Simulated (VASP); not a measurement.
# BeSe: single point with r2SCAN

The system is BeSe.

```
Be Se
1.0
     0.00000    2.53500    2.53500
     2.53500    0.00000    2.53500
     2.53500    2.53500    0.00000
Be Se
1 1
Cartesian
  0.0000 0.0000 0.0000
  3.8025 3.8025 3.8025
```

```
Program             : VASP 6.6.1
Task                : single point
Functional          : r2SCAN
Potentials or basis : VASP PAW PBE potentials, release 64 (Be, Se)
Cutoff              : 520 eV
k mesh              : 10 × 10 × 10
Occupations         : fermi-dirac, width 0.03 eV
Spin                : no spin polarisation
```

| Quantity | Value |
| --- | --- |
| Pressure | 5.1 GPa |
| Band gap on the k mesh | 3.00 eV, indirect (least direct gap 5.48 eV) |

Levels at points of the mesh, in eV from the valence-band top:
| k point | band 2 | band 3 | band 4 | band 5 | band 6 | band 7 |
| --- | --- | --- | --- | --- | --- | --- |
| (0.00, 0.00, 0.00) | 0.00 | 0.00 | 0.00 | 5.48 | 5.57 | 5.57 |
| (0.50, 0.00, 0.00) | -6.16 | -1.17 | -1.17 | 5.11 | 6.54 | 6.54 |
| (0.50, 0.50, 0.00) | -5.48 | -2.89 | -2.89 | 3.00 | 4.64 | 13.13 |

Wall time 68 s on 1 thread of Intel(R) Xeon(R) Platinum 8375C CPU @ 2.90GHz (Ice Lake), on a shared host, peak memory 0.17 GiB.

Caveat: the PAW data sets were made with another functional, which shifts forces and pressure a little. r2SCAN opens gaps a little over a GGA but as a rule still falls short of measured ones.
